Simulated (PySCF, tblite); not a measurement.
# triethylamine (C6H15N): a rotation path, then NMR shifts on frames, part 2 of 2

tblite 0.8.0 and PySCF 2.14.0. Atoms count from 0. Earlier steps stand in the parts before.

## (5) Nuclear shieldings: image 4, PBE0/pcSseg-1

Job settings and geometry (Å):

```
{"job": {"kind": "nmr", "xc": "PBE0", "basis": "pcSseg-1", "pop": false}, "charge": 0, "multiplicity": 1}
C     -1.402800    -2.140300     0.281300
C     -1.197700    -0.731400     0.834000
N     -0.224800     0.134900     0.175600
C     -0.681500     1.485800    -0.065900
C      0.462000     2.494400     0.017000
C      0.648300    -0.400000    -0.848900
C      2.057600    -0.658200    -0.306300
H     -1.758100    -2.123200    -0.746800
H     -0.492300    -2.731300     0.336600
H     -2.160700    -2.630200     0.889500
H     -0.901000    -0.827600     1.890000
H     -2.176000    -0.235900     0.818000
H     -1.184500     1.584300    -1.047200
H     -1.409800     1.740000     0.707900
H      0.073500     3.502200    -0.108300
H      0.948300     2.421100     0.985800
H      1.204200     2.315700    -0.756200
H      0.713600     0.315700    -1.675400
H      0.259000    -1.330700    -1.270200
H      2.669600    -1.142500    -1.064300
H      2.010300    -1.299000     0.570000
H      2.532300     0.275300    -0.017800
```

Level: GIAO PBE0/pcSseg-1 NMR shielding, non-relativistic, gas phase.

Log:

```text
coarse grid: 16880 points
cycle   1  E = -291.9026049533  dE =  5.074e-01  |g| = 4.497e-01  |ddm| = 3.866e+00
cycle   2  E = -291.8926047724  dE =  1.000e-02  |g| = 5.040e-01  |ddm| = 9.819e-01
cycle   3  E = -291.9578814616  dE = -6.528e-02  |g| = 4.892e-02  |ddm| = 5.630e-01
cycle   4  E = -291.9581880977  dE = -3.066e-04  |g| = 3.011e-02  |ddm| = 7.030e-02
cycle   5  E = -291.9583768000  dE = -1.887e-04  |g| = 4.280e-03  |ddm| = 3.293e-02
cycle   6  E = -291.9583802759  dE = -3.476e-06  |g| = 1.053e-03  |ddm| = 4.355e-03
final grid: 158824 points
cycle   7  E = -292.0012546574  dE = -5.976e-05  |g| = 1.015e-02  |ddm| = 3.557e-02
cycle   8  E = -292.0012472979  dE =  7.359e-06  |g| = 1.149e-02  |ddm| = 2.005e-02
cycle   9  E = -292.0012814753  dE = -3.418e-05  |g| = 6.513e-04  |ddm| = 1.108e-02
cycle  10  E = -292.0012815486  dE = -7.326e-08  |g| = 3.197e-04  |ddm| = 1.001e-03
cycle  11  E = -292.0012815690  dE = -2.040e-08  |g| = 5.231e-05  |ddm| = 3.043e-04
cycle  12  E = -292.0012815695  dE = -5.250e-10  |g| = 1.721e-05  |ddm| = 7.155e-05
converged SCF energy = -292.0012815695

GIAO shielding tensors (ppm)
atom      isotropic    diamagn.    paramagn.     s11        s22        s33       span
  0 C      172.362     248.795     -76.432    165.034    172.427    179.626     14.592
  1 C      134.810     243.689    -108.880    103.572    126.197    174.660     71.087
  2 N      222.772     329.272    -106.500    173.395    229.588    265.333     91.939
  3 C      129.096     245.781    -116.685     99.581    119.078    168.629     69.048
  4 C      166.976     247.984     -81.008    149.550    166.058    185.321     35.771
  5 C      142.702     247.150    -104.448    113.004    141.872    173.229     60.225
  6 C      164.934     247.871     -82.937    147.341    159.099    188.362     41.021
  7 H       30.597      30.991      -0.394     26.532     28.889     36.370      9.838
  8 H       30.427      31.313      -0.885     25.812     29.940     35.530      9.717
  9 H       30.715      28.082       2.633     26.391     27.772     37.983     11.593
 10 H       27.802      31.603      -3.801     21.323     27.742     34.340     13.018
 11 H       29.034      32.023      -2.988     23.385     29.957     33.760     10.375
 12 H       28.789      31.828      -3.039     23.342     28.734     34.290     10.948
 13 H       29.254      32.419      -3.165     23.894     29.721     34.146     10.252
 14 H       30.770      28.639       2.130     26.368     27.599     38.341     11.973
 15 H       30.560      30.973      -0.412     27.338     28.567     35.776      8.438
 16 H       30.548      31.576      -1.029     26.256     30.732     34.655      8.399
 17 H       29.587      33.492      -3.906     25.973     29.055     33.732      7.759
 18 H       28.687      33.781      -5.094     23.646     30.110     32.305      8.659
 19 H       30.977      29.745       1.232     26.653     27.519     38.759     12.106
 20 H       30.642      31.663      -1.021     26.521     29.850     35.555      9.034
 21 H       30.707      31.591      -0.884     26.180     30.629     35.311      9.131
```

It took 29 s on 1 thread of Intel Xeon at 2.60GHz, shared host; peak memory 0.87 GiB.

Key values: δ C3 57.8, C1 52.1, C5 44.2, C6 22.0, H10 3.92, H18 3.03 ppm.

## (6) NMR shieldings: image 6, PBE0/pcSseg-1

Job settings and geometry (Å):

```
{"job": {"kind": "nmr", "xc": "PBE0", "basis": "pcSseg-1", "pop": false}, "charge": 0, "multiplicity": 1}
C     -1.166200    -2.181500     0.538100
C     -1.372600    -0.673500     0.598800
N     -0.247500     0.140900     0.156900
C     -0.640500     1.531000     0.022900
C      0.546300     2.475100     0.175600
C      0.549400    -0.344600    -0.960200
C      1.947000    -0.743300    -0.482400
H     -1.199700    -2.553300    -0.482500
H     -0.217500    -2.463100     0.984300
H     -1.968200    -2.664800     1.091900
H     -1.544100    -0.395600     1.646300
H     -2.292800    -0.427100     0.037100
H     -1.144000     1.718900    -0.945000
H     -1.362700     1.751200     0.813500
H      0.205200     3.506200     0.123100
H      1.024100     2.308300     1.136700
H      1.281200     2.316300    -0.608800
H      0.643700     0.438700    -1.720300
H      0.077400    -1.200500    -1.450100
H      2.518800    -1.185500    -1.295200
H      1.873200    -1.462300     0.328300
H      2.478900     0.128100    -0.110700
```

Method: GIAO PBE0/pcSseg-1 NMR shielding, non-relativistic, gas phase.

Log:

```text
coarse grid: 16880 points
cycle   1  E = -291.9070345707  dE =  5.071e-01  |g| = 4.514e-01  |ddm| = 3.866e+00
cycle   2  E = -291.8964152917  dE =  1.062e-02  |g| = 5.072e-01  |ddm| = 9.798e-01
cycle   3  E = -291.9624516485  dE = -6.604e-02  |g| = 5.198e-02  |ddm| = 5.611e-01
cycle   4  E = -291.9628137868  dE = -3.621e-04  |g| = 3.075e-02  |ddm| = 7.103e-02
cycle   5  E = -291.9630092240  dE = -1.954e-04  |g| = 4.324e-03  |ddm| = 3.179e-02
cycle   6  E = -291.9630127394  dE = -3.515e-06  |g| = 1.167e-03  |ddm| = 4.531e-03
final grid: 158824 points
cycle   7  E = -292.0064109304  dE = -6.523e-05  |g| = 1.031e-02  |ddm| = 3.841e-02
cycle   8  E = -292.0064028768  dE =  8.054e-06  |g| = 1.174e-02  |ddm| = 2.041e-02
cycle   9  E = -292.0064385408  dE = -3.566e-05  |g| = 7.933e-04  |ddm| = 1.149e-02
cycle  10  E = -292.0064386549  dE = -1.141e-07  |g| = 3.473e-04  |ddm| = 1.110e-03
cycle  11  E = -292.0064386787  dE = -2.376e-08  |g| = 5.762e-05  |ddm| = 3.142e-04
cycle  12  E = -292.0064386793  dE = -6.262e-10  |g| = 1.878e-05  |ddm| = 7.455e-05
converged SCF energy = -292.0064386793

GIAO shielding tensors (ppm)
atom      isotropic    diamagn.    paramagn.     s11        s22        s33       span
  0 C      172.443     248.438     -75.995    161.868    170.057    185.404     23.536
  1 C      133.035     245.712    -112.676    105.633    124.953    168.520     62.887
  2 N      206.321     326.960    -120.638    177.023    205.079    236.861     59.838
  3 C      130.125     246.795    -116.670    108.944    112.724    168.707     59.762
  4 C      168.463     247.721     -79.258    151.836    168.025    185.528     33.692
  5 C      141.749     248.587    -106.838    110.442    141.700    173.106     62.664
  6 C      162.273     247.800     -85.527    145.073    154.356    187.390     42.317
  7 H       30.422      31.139      -0.717     26.054     29.537     35.675      9.621
  8 H       30.447      31.441      -0.995     25.758     30.048     35.533      9.775
  9 H       30.589      28.102       2.487     26.019     27.663     38.087     12.068
 10 H       28.574      32.308      -3.735     23.030     28.103     34.588     11.558
 11 H       29.147      31.603      -2.456     23.971     29.128     34.343     10.373
 12 H       29.349      31.959      -2.611     24.697     28.854     34.495      9.798
 13 H       29.309      32.313      -3.003     23.995     29.521     34.412     10.417
 14 H       30.757      28.508       2.249     26.231     27.633     38.408     12.178
 15 H       30.532      30.961      -0.429     26.980     28.598     36.019      9.039
 16 H       30.534      31.533      -1.000     26.232     30.659     34.711      8.479
 17 H       29.738      33.609      -3.872     25.990     29.412     33.810      7.820
 18 H       28.963      33.948      -4.985     24.733     29.105     33.050      8.317
 19 H       30.858      29.738       1.120     26.666     27.261     38.647     11.982
 20 H       30.714      31.890      -1.177     26.321     30.457     35.364      9.043
 21 H       30.552      31.692      -1.140     26.124     30.457     35.076      8.952
```

Wall time 30 s (1 thread of Intel Xeon at 2.60GHz, shared host); peak memory 0.87 GiB.

In short: δ C3 56.8, C1 53.9, C5 45.2, C6 24.7, H10 3.14, H18 2.75 ppm.

## (7) Shielding tensors: image 8, PBE0/pcSseg-1

Job settings and geometry (Å):

```
{"job": {"kind": "nmr", "xc": "PBE0", "basis": "pcSseg-1", "pop": false}, "charge": 0, "multiplicity": 1}
C     -1.033800    -2.098100     0.843400
C     -1.454600    -0.711800     0.366500
N     -0.307900     0.133900     0.094400
C     -0.624300     1.549600     0.087600
C      0.618300     2.406800     0.305700
C      0.464700    -0.292700    -1.065600
C      1.854100    -0.785400    -0.664100
H     -0.519400    -2.647400     0.059600
H     -0.368500    -2.005200     1.697300
H     -1.911800    -2.666500     1.141100
H     -2.037400    -0.238000     1.160900
H     -2.114000    -0.810800    -0.516600
H     -1.124000     1.857300    -0.850400
H     -1.320500     1.739900     0.908600
H      0.331900     3.450700     0.410700
H      1.127600     2.088200     1.211000
H      1.308500     2.324000    -0.529300
H      0.571400     0.538900    -1.772000
H     -0.061100    -1.095300    -1.597400
H      2.419300    -1.073500    -1.548100
H      1.776400    -1.643700    -0.003200
H      2.394600    -0.001600    -0.141800
```

Method: GIAO PBE0/pcSseg-1 NMR shielding, non-relativistic, gas phase.

Log:

```text
coarse grid: 16880 points
cycle   1  E = -291.9124649157  dE =  5.079e-01  |g| = 4.530e-01  |ddm| = 3.853e+00
cycle   2  E = -291.9007657325  dE =  1.170e-02  |g| = 5.125e-01  |ddm| = 9.776e-01
cycle   3  E = -291.9682066647  dE = -6.744e-02  |g| = 5.263e-02  |ddm| = 5.646e-01
cycle   4  E = -291.9685743943  dE = -3.677e-04  |g| = 3.138e-02  |ddm| = 7.251e-02
cycle   5  E = -291.9687781105  dE = -2.037e-04  |g| = 4.154e-03  |ddm| = 3.236e-02
cycle   6  E = -291.9687813213  dE = -3.211e-06  |g| = 1.170e-03  |ddm| = 4.248e-03
final grid: 158824 points
cycle   7  E = -292.0113147104  dE = -6.200e-05  |g| = 9.959e-03  |ddm| = 3.753e-02
cycle   8  E = -292.0113062212  dE =  8.489e-06  |g| = 1.151e-02  |ddm| = 2.024e-02
cycle   9  E = -292.0113404426  dE = -3.422e-05  |g| = 8.847e-04  |ddm| = 1.148e-02
cycle  10  E = -292.0113405892  dE = -1.466e-07  |g| = 3.347e-04  |ddm| = 1.148e-03
cycle  11  E = -292.0113406110  dE = -2.179e-08  |g| = 5.730e-05  |ddm| = 2.957e-04
cycle  12  E = -292.0113406116  dE = -6.373e-10  |g| = 1.853e-05  |ddm| = 7.684e-05
converged SCF energy = -292.0113406116

GIAO shielding tensors (ppm)
atom      isotropic    diamagn.    paramagn.     s11        s22        s33       span
  0 C      167.717     248.116     -80.399    150.991    167.434    184.726     33.735
  1 C      128.421     246.297    -117.876    102.245    113.545    169.474     67.229
  2 N      196.058     326.824    -130.766    178.101    204.463    205.611     27.510
  3 C      128.555     246.253    -117.697    102.240    113.782    169.644     67.404
  4 C      167.882     248.045     -80.163    150.694    167.657    185.294     34.600
  5 C      134.627     248.793    -114.166    104.562    126.699    172.620     68.058
  6 C      164.163     247.609     -83.446    148.024    157.045    187.420     39.396
  7 H       30.541      31.533      -0.992     26.326     30.496     34.802      8.476
  8 H       30.489      31.224      -0.734     26.908     28.912     35.649      8.741
  9 H       30.669      28.565       2.105     26.205     27.507     38.296     12.091
 10 H       29.194      32.496      -3.302     23.939     29.306     34.338     10.399
 11 H       29.161      31.717      -2.556     24.502     28.649     34.331      9.829
 12 H       29.171      31.700      -2.529     24.528     28.642     34.343      9.816
 13 H       29.214      32.483      -3.269     23.927     29.365     34.351     10.424
 14 H       30.673      28.535       2.137     26.201     27.514     38.304     12.103
 15 H       30.491      31.181      -0.690     26.876     28.940     35.657      8.781
 16 H       30.542      31.480      -0.937     26.345     30.445     34.837      8.492
 17 H       29.418      33.474      -4.057     25.935     28.777     33.541      7.606
 18 H       29.444      33.394      -3.950     26.103     28.651     33.577      7.474
 19 H       30.841      29.620       1.221     26.569     27.310     38.645     12.075
 20 H       30.579      31.795      -1.216     25.999     30.640     35.098      9.100
 21 H       30.606      31.804      -1.198     26.121     30.546     35.153      9.032
```

It took 28 s on 1 thread of Intel Xeon at 2.60GHz, shared host; peak memory 0.87 GiB.

Key values: δ C1 58.5, C3 58.4, C5 52.3, C6 22.8, H11 2.56, H12 2.55 ppm.

## (8) Comparing the runs: NMR shifts

Shifts (ppm) of some atoms, chosen among heavy atoms and hydrogens apart, with basis size and wall time:

```
  frame    C1    C5    C6    C0   H10   H18    N2  functions  time
image 0  54.6  49.7  21.1   8.7  2.87  2.68  58.8        194  29 s
image 2  52.6  44.3  19.4  11.3  3.63  3.05  53.7        194  29 s
image 4  52.1  44.2  22.0  14.6  3.92  3.03  45.0        194  29 s
image 6  53.9  45.2  24.7  14.5  3.14  2.75  61.4        194  30 s
image 8  58.5  52.3  22.8  19.2  2.52  2.27  71.7        194  28 s
```

## (9) Summary of results

The summary covers parts 1 to 2.

| quantity | value |
| --- | --- |
| barrier | 0.254 eV (5.9 kcal/mol) at image 4 |
| end to end (GFN2-xTB) | 0.031 eV |
| 13C shifts against TMS (PBE0/pcSseg-1, image 0) | 54.6, 53.2, 49.7, 21.1, 19.7, 8.7 ppm |
| 1H shifts against TMS (PBE0/pcSseg-1, image 0) | 2.94, 2.87, 2.68, 2.67, 2.40, 2.14, 1.24, 1.14, 1.12, 1.11, 1.10, 1.05, 1.02, 0.80 ppm and more |
| 15N shifts against NH3 (PBE0/pcSseg-1, image 0) | 58.8 ppm |
| range of the shift of N2 | 45.0 to 71.7 ppm |

**Reading.** Along the band the dihedral turns by 138°, and the top (dihedral 134°) lies 5.9 kcal/mol above the start (GFN2-xTB, rough), so at room temperature this motion is fast. Ends this close can change order at a higher level. The top was not checked by a frequency run. Shifts at one fixed geometry are not the observed spectrum, which averages over the motion. In ppm, N2 moves most: its shift spreads over 26.7 ppm, from 45.0 (image 4) to 71.7 (image 8).
